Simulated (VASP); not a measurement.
Runs of VASP 6.6.1 on HfO2. Symmetry: Pnma, No. 62, orthorhombic system. Conventional cell: a = 5.556 Å, b = 3.334 Å, c = 6.505 Å, α = 90.00°, β = 90.00°, γ = 90.00°. Hf (site symmetry m) is surrounded by 7 O at 2.14 to 2.27 Å. Around O (site symmetry m) lie 4 Hf at 2.14 to 2.17 Å. O (site symmetry m) has 3 Hf at 2.16 to 2.27 Å as nearest neighbours. Measurements of this composition are mostly on another form, of space group No. 14.

```csv
level,potentials or basis,U,cutoff (eV),gap on the mesh (eV),pressure (GPa),relaxed volume (Å³/atom),largest force (eV/Å)
PBE,"VASP PAW PBE potentials, release 64 (Hf, O)",-,900,3.35,-0.1,9.98,0.01
PBE+U,"VASP PAW PBE potentials, release 64 (Hf_pv, O)",Hf d U = 4 eV,600,3.81,0.2,10.50,0.02
PBE+U,"VASP PAW PBE potentials, release 64 (Hf_pv, O)",Hf d U = 5 eV,600,(a),0.1,10.64,0.02
PBE,"VASP PAW PBE potentials, release 64 (Hf_pv, O)",-,900,(b),0.1,10.03,-
PBE+U,"VASP PAW PBE potentials, release 64 (Hf_pv, O)",Hf d U = 3 eV,600,3.70,0.1,10.38,0.01
```

Alike in all rows: task relaxation of cell and atoms; no spin polarisation; cell relaxed; k mesh 4 × 6 × 3; smearing fermi-dirac 0.05 eV.

Task: Estimate the missing entries.

Result: (a) 3.92; (b) 3.41.

Caveats: spin-orbit coupling is left out, which moves the levels of the heavy elements; an odd mesh through Γ misses points on the zone boundary, where band edges often lie.

A k mesh can miss the band edges, and the runs leave out spin-orbit coupling on Hf.

The runs don't all hold the same shells in valence.
